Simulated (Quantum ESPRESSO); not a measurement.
SiO2 under changes of volume

One of the cells (8.044 Å³/atom); the others are scaled copies at fixed shape and fractional positions:

```
CELL_PARAMETERS angstrom
4.23317 0.00000 0.00000
0.00000 4.23317 0.00000
0.00000 0.00000 2.69349
ATOMIC_POSITIONS crystal
Si 0.00000 0.00000 0.00000
Si 0.50000 0.50000 0.50000
O 0.80684 0.19316 0.50000
O 0.30684 0.30684 0.00000
O 0.19316 0.80684 0.50000
O 0.69316 0.69316 0.00000
```

The cell comes from a database or a generator and needn't be the stable form of this composition.

```yaml
Program: Quantum ESPRESSO 7.5
Functional: PBE
Potentials_or_basis: SSSP 1.3 efficiency PBE
Cutoff: 748 eV
Density_cutoff: 5987 eV
k_mesh: 6 × 6 × 10
Occupations: fermi-dirac, width 0.05 eV
Spin: no spin polarisation
```

```csv
volume (Å³/atom),energy over the lowest point (meV/atom),pressure (GPa),gap on the mesh (eV)
7.562,?,?,?
7.723,13.94,13.5,5.76
7.884,3.61,6.5,5.40
8.044,0.00,0.1,5.04
8.205,2.45,-5.6,4.70
8.366,10.35,-10.7,4.38
8.527,23.16,-15.3,4.07
```

Task: What does the run at 7.562 Å³/atom give?

Result: Energy over the lowest point 31.75 meV/atom; pressure 21.3 GPa; gap on the mesh 6.15 eV.

Worked out: A Birch-Murnaghan fit of order 3 (a polynomial in V^(-2/3)) to the other rows has its minimum at 8.06 Å³/atom with B0 = V·E''(V) = 299 GPa and B' = 4.3 at fixed shape and positions, which overstates the stiffness. It gives 31.79 meV/atom at 7.562 Å³/atom, against the run's 31.75, and -dE/dV = 21.8 GPa, against 21.3. A straight line through the other rows of the gap, of slope -17.1 eV per unit of ln V (its deformation potential), extrapolates to 6.11 eV, against the run's 6.15.

Energies are extrapolated to zero smearing.

A mesh can miss the band edges.
